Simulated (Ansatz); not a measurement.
# VH2: the cost of one run

Method: DFT PBEsol, scalar-relativistic, plane waves, PAW, in Ansatz 0.2.0.

2 further runs of the same task are left out: 2 set aside as unsound or not needed.

## (1) The structure to begin with

Symmetry: Fm-3m, No. 225, cubic system. The conventional cell has a = 4.164 Å, b = 4.164 Å, c = 4.164 Å, α = 90.00°, β = 90.00°, γ = 90.00°. Around V (site symmetry m-3m) lie 8 H at 1.80 Å. Around H (site symmetry -43m) lie 4 V at 1.80 Å.

Structure file:

```
V H
1.0
     0.00000    2.08209    2.08209
     2.08209    0.00000    2.08209
     2.08209    2.08209    0.00000
V H
1 2
Cartesian
  0.0000 0.0000 0.0000
  1.0410 1.0410 1.0410
  3.1231 3.1231 3.1231
```

It is the result of an earlier relaxation at this level (volume 6.02 Å³/atom; gap on the mesh: none (metal)).

## (2) Bands, states and charges

Contents of input.yaml:

```yaml
crystal:
  lattice:
    - [0.0, 2.0820882353, 2.0820882353]
    - [2.0820882353, 0.0, 2.0820882353]
    - [2.0820882353, 2.0820882353, 0.0]
  atoms:
    - { symbol: V, position: [0.0, 0.0, 0.0] }
    - { symbol: H, position: [0.25, 0.25, 0.25] }
    - { symbol: H, position: [0.75, 0.75, 0.75] }
basis:
  ecutwfc: 420
kpoints:
  mp_grid: { grid: [18, 18, 18] }
  band_path:
    path:
      - [[0.0, 0.0, 0.0], [0.5, 0.0, 0.5], [0.625, 0.25, 0.625]]
      - [[0.375, 0.375, 0.75], [0.0, 0.0, 0.0], [0.5, 0.5, 0.5], [0.5, 0.25, 0.75], [0.5, 0.0, 0.5]]
    npoints: 14
hamiltonian:
  xc: pbesol
scf:
  occupations: { method: gaussian, width: 0.1 }
  n_extra_bands: 7
output:
  forces: true
  stress: true
  eigenvalues: true
  populations: true
  dos: { projected: true, de: 0.02, nscf_kmesh: { grid: [27, 27, 27] } }
  bader: true
  write_density: true
  write_potential: true
  elf: true
  volumetric_format: npy
```

Started as:

```
> ansatz run input.yaml --threads 1 --pin off --max-ram 2560MiB --backend cpu --events-out ev --progress --plain --runs-dir out
```

Q: Estimate wall time and peak memory on 1 thread of Arm Neoverse V1, shared host.

About 23 s, with a peak of 0.34 GiB.
